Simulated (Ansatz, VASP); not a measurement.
BN: VASP beside Ansatz

The input INCAR:

```
SYSTEM = BN
PREC = Accurate
ENCUT = 520
EDIFF = 1E-6
ISMEAR = 0
SIGMA = 0.05
LREAL = .False.
LASPH = .True.
NELM = 100
ALGO = Normal
ISIF = 2
LWAVE = .False.
LCHARG = .False.
GGA = PE
IVDW = 12
NBANDS = 16
```

KPOINTS

```
Automatic mesh
0
Gamma
  12 12 4
  0 0 0
```

The input POSCAR:

```
BN
1.0
    2.5061233057      0.0000000000      0.0000000000
   -1.2530616528      2.1703664477      0.0000000000
    0.0000000000      0.0000000000      6.5973571420
B N
2 2
Direct
   -0.0442321619     -0.0884643237      0.4854487186
    0.3333333333      0.6666666667      0.0000000000
    0.0000000000      0.0000000000      0.0000000000
    0.6666666667      0.3333333333      0.5000000000
```

Input for Ansatz:

```yaml
crystal:
  lattice:
    - [2.5061233057, 0.0, 0.0]
    - [-1.2530616528, 2.1703664477, 0.0]
    - [0.0, 0.0, 6.597357142]
  atoms:
    - { symbol: B, position: [-0.0442321619, -0.0884643237, 0.4854487186] }
    - { symbol: B, position: [0.3333333333, 0.6666666667, 0.0] }
    - { symbol: "N", position: [0.0, 0.0, 0.0] }
    - { symbol: "N", position: [0.6666666667, 0.3333333333, 0.5] }
basis:
  ecutwfc: 420
kpoints:
  mp_grid: { grid: [12, 12, 4] }
hamiltonian:
  xc: pbe
  dispersion: d3bj
scf:
  occupations: { method: gaussian, width: 0.05 }
output:
  forces: true
  stress: true
  eigenvalues: true
  write_density: true
  write_potential: true
  elf: true
  volumetric_format: npy
```

Alike in both runs: task single point; functional PBE; dispersion D3(BJ); k mesh 12 × 12 × 4; occupations gaussian, width 0.05 eV; no spin polarisation.

|  | VASP | Ansatz |
| --- | --- | --- |
| version | VASP 6.6.1 | Ansatz 0.2.0 |
| potentials or method | VASP PAW PBE potentials, release 64 (B, N) | scalar-relativistic, plane waves, PAW |
| plane-wave cutoff (eV) | 520 | 420 |
| valence electrons in the cell | 16 | 16 |

Ansatz gave:

| Property | Result |
| --- | --- |
| gap on the k mesh at the Fermi level (eV) | 2.86 |
| least direct gap on the mesh (eV) | 4.11 |
| pressure (GPa) | 8.2 |
| largest component of the traceless stress (GPa) | 20.46 |
| rms of the force components (eV/Å) | 4.362 |

Q: What did VASP give for the same quantities?

A: gap on the k mesh at the Fermi level (eV): 2.86; least direct gap on the mesh (eV): 4.11; pressure (GPa): 8.3; largest component of the traceless stress (GPa): 20.56; rms of the force components (eV/Å): 4.362.

Atom by atom the forces differ by 0.002 eV/Å (rms over components).

Caveats: forces of over 1 eV/Å show positions far from the minimum, so gaps and moduli don't describe the material at rest. A k mesh can miss the band edges.
